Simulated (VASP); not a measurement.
# BN (P6_3/mmc) in VASP: a series of runs

The runs below take BN through relaxation of cell and atoms, with PBE+D3(BJ).

Everything below comes from runs of VASP 6.6.1. Logs are shortened: lines on timing, memory, paths and dates and some standing lists are left out, and cuts for length are marked.

**1. Starting point**

Symmetry: P6_3/mmc, No. 194, hexagonal system. Conventional cell: a = 2.498 Å, b = 2.498 Å, c = 6.636 Å, α = 90.00°, β = 90.00°, γ = 120.00°. B (site symmetry -6m2) has 3 N at 1.44 Å as nearest neighbours. Around N (site symmetry -6m2) lie 3 B at 1.44 Å.

**2. Relaxation of cell and atoms, PBE+D3(BJ)**

Contents of INCAR:

```
ALGO = Normal
EDIFF = 1E-7
EDIFFG = -0.002
ENCUT = 520
GGA = PE
IBRION = 2
ISIF = 3
ISMEAR = 0
IVDW = 12
LASPH = True
LCHARG = False
LREAL = False
LWAVE = False
NELM = 80
NSW = 80
PREC = Accurate
SIGMA = 0.02
```

Contents of KPOINTS:

```
k-points
0
Gamma
  9 9 4
```

Contents of POSCAR:

```
BN
1.0
    2.4982400000      0.0000000000      0.0000000000
   -1.2491200000      2.1635393000      0.0000000000
    0.0000000000      0.0000000000      6.6357000000
B N
2 2
Direct
    0.3333333300      0.6666666700      0.2500000000
    0.6666666700      0.3333333300      0.7500000000
    0.3333333300      0.6666666700      0.7500000000
    0.6666666700      0.3333333300      0.2500000000
```

Potentials or basis: VASP PAW PBE potentials, release 64 (B, N).

Started as:

```console
> cat potpaw_PBE.64/B/POTCAR potpaw_PBE.64/N/POTCAR > POTCAR
> mpirun -np 1 vasp_std > vasp.out
```

OUTCAR:

```text
EDIFF = 1E-7
   EDIFFG = -0.002
   ENCUT = 520
   GGA = PE
   IBRION = 2
   ISIF = 3
   ISMEAR = 0
   IVDW = 12
   LASPH = True
   LREAL = False
   NELM = 80
   NSW = 80
   PREC = Accurate
 IVDW          = 12

 ion  position               nearest neighbor table
   1  0.333  0.667  0.250-   4 1.44   4 1.44   4 1.44
   2  0.667  0.333  0.750-   3 1.44   3 1.44   3 1.44
   3  0.333  0.667  0.750-   2 1.44   2 1.44   2 1.44
   4  0.667  0.333  0.250-   1 1.44   1 1.44   1 1.44

  LATTYP: Found a hexagonal cell.
 ALAT       =     2.4982400000
 C/A-ratio  =     2.6561499296

  Lattice vectors:

 A1 = (   2.4982400000,   0.0000000000,   0.0000000000)
 A2 = (  -1.2491200000,   2.1635393000,   0.0000000000)
 A3 = (   0.0000000000,   0.0000000000,   6.6357000000)

Analysis of symmetry for initial positions (statically):
=====================================================================
 Subroutine PRICEL returns:
 Original cell was already a primitive cell.

 Routine SETGRP: Setting up the symmetry group for a
 hexagonal supercell.

 Subroutine GETGRP returns: Found 24 space group operations
 (whereof 12 operations were pure point group operations)
 out of a pool of 24 trial point group operations.

The static configuration has the point symmetry D_3d.
 The point group associated with its full space group is D_6h.

Analysis of symmetry for dynamics (positions and initial velocities):
=====================================================================
 Subroutine PRICEL returns:
 Original cell was already a primitive cell.

 Routine SETGRP: Setting up the symmetry group for a
 hexagonal supercell.

 Subroutine GETGRP returns: Found 24 space group operations
 (whereof 12 operations were pure point group operations)
 out of a pool of 24 trial point group operations.

The dynamic configuration has the point symmetry D_3d.
 The point group associated with its full space group is D_6h.

 Subroutine INISYM returns: Found 24 space group operations
 (whereof 12 operations are pure point group operations),
 and found     1 'primitive' translations

----------------------------------------------------------------------------------------

                                     Primitive cell

  volume of cell :      35.8662

  direct lattice vectors                    reciprocal lattice vectors
     2.498240000  0.000000000  0.000000000     0.400281798  0.231102805  0.000000000
    -1.249120000  2.163539300  0.000000000     0.000000000  0.462205609  0.000000000
     0.000000000  0.000000000  6.635700000     0.000000000  0.000000000  0.150700002

  length of vectors
     2.498240000  2.498239996  6.635700000     0.462205608  0.462205609  0.150700002

  position of ions in fractional coordinates (direct lattice)
     0.333333330  0.666666670  0.250000000
     0.666666670  0.333333330  0.750000000
[... 97 lines left out ...]
   EFERMI_NEDOS =   21; number of points for ismear=-14 and -15
   IALGO  =     38    algorithm
   IMIX   =      4    mixing-type and parameters
     AMIX     =   0.40;   BMIX     =  1.00
     AMIX_MAG =   1.60;   BMIX_MAG =  1.00
  volume/ion in A,a.u.               =       8.97        60.51
  Fermi-wavevector in a.u.,A,eV,Ry     =   1.250891  2.363842 21.289433  1.564729
  Thomas-Fermi vector in A             =   2.384864
   LORBIT       =      0    0 simple, 1 ext, 2 COOP (PROOUT), +10 PAW based schemes
   GGA     = PE    functional components
   LHFCALC =     F    Hartree Fock is set to
   AEXX    =    0.0000 exact exchange contribution
   IVDW    =    12    specifies the selected vdW correction
   LEPSILON=     F    determine dielectric tensor
   LRPA    =     F    only Hartree local field effects (RPA)
 conjugate gradient relaxation of ions
 non-spin polarized calculation
 Gauss-broadening in eV      SIGMA  =   0.02
  energy-cutoff  :      520.00
  volume of cell :       35.87
 maximum number of plane-waves:       985
 NGX is ok and might be reduce to    20
   NGX =  9   NGY =  9   NGZ = 25

--------------------------------------- Ionic step        1  -------------------------------------------

 number of electron      15.9999997 magnetization

 Free energy of the ion-electron system (eV)
  ---------------------------------------------------
  ext. energy  EPLUGINS =         0.00000000
  ---------------------------------------------------
  free energy    TOTEN  =       -35.14691202 eV

  energy without entropy =      -35.14691202  energy(sigma->0) =      -35.14691202

------------------------ aborting loop because EDIFF is reached ----------------------------------------

 Edisp (eV)   -0.56768

 E8    (eV) :    -0.1663
[... 111 lines left out ...]
  FREE ENERGIE OF THE ION-ELECTRON SYSTEM (eV)
  ---------------------------------------------------
  free  energy   TOTEN  =       -35.7174749407 eV

  energy  without entropy=      -35.7174749407  energy(sigma->0) =      -35.71747494

[... ionic steps 4 to 8 ...]

--------------------------------------- Ionic step        9  -------------------------------------------

 number of electron      15.9999997 magnetization

------------------------ aborting loop because EDIFF is reached ----------------------------------------
[... 79 lines left out ...]
--------------------------------------- Ionic step       11  -------------------------------------------

 number of electron      15.9999997 magnetization

 Free energy of the ion-electron system (eV)
  ---------------------------------------------------
  ext. energy  EPLUGINS =         0.00000000
  ---------------------------------------------------
  free energy    TOTEN  =       -35.14863660 eV

  energy without entropy =      -35.14863660  energy(sigma->0) =      -35.14863660

 E-fermi :   2.4769     XC(G=0): -10.1178

 val. band max:        2.3248213629   @ k =   0.3333   0.3333   0.5000
 cond. band min:       6.7043229669   @ k =   0.4444   0.1111   0.0000
 fundamental gap:      4.3795016039
 Fermi energy:         2.4769202384

 k-point     1 :       0.0000    0.0000    0.0000
  band No.  band energies     occupation
      1     -15.4621      2.00000
      2     -15.1482      2.00000
      3      -3.9081      2.00000
      4      -1.6935      2.00000
      5       0.9908      2.00000
      6       0.9908      2.00000
      7       1.0315      2.00000
      8       1.0315      2.00000
      9       7.6393      0.00000
     10      12.7272      0.00000
     11      13.8421      0.00000
     12      13.8421      0.00000
[... 331 lines left out ...]
 k-point    24 :       0.3333    0.3333    0.2500
  band No.  band energies     occupation
      1     -11.6469      2.00000
      2     -11.6469      2.00000
      3      -5.6064      2.00000
      4      -5.4846      2.00000
      5      -4.8170      2.00000
      6      -4.8170      2.00000
      7       2.2795      2.00000
      8       2.2795      2.00000
      9       7.0737      0.00000
     10       7.0737      0.00000
     11      13.4021      0.00000
     12      15.6033      0.00000

 [... further k-points ...]

------------------------ aborting loop because EDIFF is reached ----------------------------------------

 Edisp (eV)   -0.56903

 E8    (eV) :    -0.1668
[... 27 lines left out ...]
  FREE ENERGIE OF THE ION-ELECTRON SYSTEM (eV)
  ---------------------------------------------------
  free  energy   TOTEN  =       -35.7176635064 eV

  energy  without entropy=      -35.7176635064  energy(sigma->0) =      -35.71766351

 reached required accuracy - stopping structural energy minimisation
```

CONTCAR:

```text
BN
   1.00000000000000
     2.5068123864532548   -0.0000000000000000    0.0000000000000000
    -1.2534061932266274    2.1709632043905547   -0.0000000000000000
    -0.0000000000000000   -0.0000000000000000    6.5855779616060008
  B               N
     2     2
Direct
     0.3333333300000021    0.6666666699999979    0.2500000000000000
     0.6666666699999979    0.3333333300000021    0.7500000000000000
     0.3333333300000021    0.6666666699999979    0.7500000000000000
     0.6666666699999979    0.3333333300000021    0.2500000000000000

  0.00000000E+00  0.00000000E+00  0.00000000E+00
  0.00000000E+00  0.00000000E+00  0.00000000E+00
  0.00000000E+00  0.00000000E+00  0.00000000E+00
  0.00000000E+00  0.00000000E+00  0.00000000E+00
```

Wall time 4.1 min (1 thread of AMD EPYC 7R43 (Zen 3), shared host); peak memory 0.13 GiB.

Results:

```yaml
Free_energy: -35.7177 eV
Relaxed_volume: 8.96 Å³/atom
Relaxed_cell: a = 2.507 Å, b = 2.507 Å, c = 6.586 Å, α = 90.00°, β = 90.00°, γ = 120.00°
Space_group_after_relaxing_to_0.05_Å: P6_3/mmc (No. 194)
Energy_gained_by_relaxing: 0.8 meV/atom
Ionic_steps: 11
Pressure_after_relaxing: 0.0 GPa
Band_gap_on_the_k_mesh: 4.38 eV, indirect (least direct gap 4.63 eV)
Dispersion_energy_per_atom: -0.142 eV
```

The path:
| step | energy change (eV) | largest force (eV/Å) | pressure (GPa) | volume (Å³) |
| --- | --- | --- | --- | --- |
| 1 | 0.0000 | 0.0000 | 2.42 | 35.87 |
| 2 | 0.0077 | 0.0000 | -4.69 | 36.57 |
| 3 | -0.0029 | 0.0000 | -0.09 | 36.11 |
| 4 | -0.0029 | 0.0000 | -0.04 | 36.10 |
| 5 | -0.0029 | 0.0000 | -0.03 | 36.08 |
| 6 | -0.0030 | 0.0000 | -0.02 | 36.03 |
| 7 | -0.0031 | 0.0000 | 0.01 | 35.92 |
| 8 | -0.0030 | 0.0000 | 0.06 | 35.70 |
| 9 | -0.0031 | 0.0000 | 0.03 | 35.84 |
| 10 | -0.0030 | 0.0000 | -0.22 | 35.86 |
| 11 | -0.0031 | 0.0000 | 0.00 | 35.84 |

Final structure:
```yaml
crystal:
  lattice:
    - [2.50681, 0.00000, 0.00000]
    - [-1.25341, 2.17096, 0.00000]
    - [0.00000, 0.00000, 6.58558]
  atoms:
    - { symbol: B, position: [0.33333, 0.66667, 0.25000] }
    - { symbol: B, position: [0.66667, 0.33333, 0.75000] }
    - { symbol: N, position: [0.33333, 0.66667, 0.75000] }
    - { symbol: N, position: [0.66667, 0.33333, 0.25000] }
```

Caveat: an odd mesh through Γ misses points on the zone boundary, where band edges often lie.

**3. Relaxation of cell and atoms, PBE+D3(BJ)**

INCAR is that of step 2.

KPOINTS is that of step 2.

Contents of POSCAR:

```
BN                                      
1.0
    2.5068123865     -0.0000000000      0.0000000000
   -1.2534061932      2.1709632044     -0.0000000000
   -0.0000000000     -0.0000000000      6.5855779616
  B               N             
     2     2
Direct
     0.3333333300000021    0.6666666699999979    0.2500000000000000
     0.6666666699999979    0.3333333300000021    0.7500000000000000
     0.3333333300000021    0.6666666699999979    0.7500000000000000
     0.6666666699999979    0.3333333300000021    0.2500000000000000
```

Potentials or basis: VASP PAW PBE potentials, release 64 (B, N).

Started as:

```console
> cat potpaw_PBE.64/B/POTCAR potpaw_PBE.64/N/POTCAR > POTCAR
> mpirun -np 1 vasp_std > vasp.out
```

Run time: 38 s. Hardware: 1 thread of AMD EPYC 7R43 (Zen 3), shared host; peak memory 0.13 GiB.

It converged, with:

```yaml
Free_energy: -35.7176 eV
Pressure_after_relaxing: 0.0 GPa
Band_gap_on_the_k_mesh: 4.38 eV, indirect (least direct gap 4.63 eV)
Dispersion_energy_per_atom: -0.142 eV
```

Final structure:
```
B N
1.0
     2.50681    0.00000    0.00000
    -1.25341    2.17096    0.00000
     0.00000    0.00000    6.58558
B N
2 2
Direct
  0.33333 0.66667 0.25000
  0.66667 0.33333 0.75000
  0.33333 0.66667 0.75000
  0.66667 0.33333 0.25000
```

Levels at points of the mesh, in eV from the valence-band top:
```tsv
k point	band 4	band 5	band 6	band 7	band 8	band 9	band 10	band 11	band 12
(0.00, 0.00, 0.00)	-4.02	-1.33	-1.33	-1.29	-1.29	5.31	10.40	11.52	11.52
(0.00, 0.00, 0.50)	-5.25	-1.31	-1.31	-1.31	-1.31	7.72	7.72	11.58	11.58
```

Caveat: the relaxation stopped at its first step, so nothing moved; an odd mesh through Γ misses points on the zone boundary, where band edges often lie.
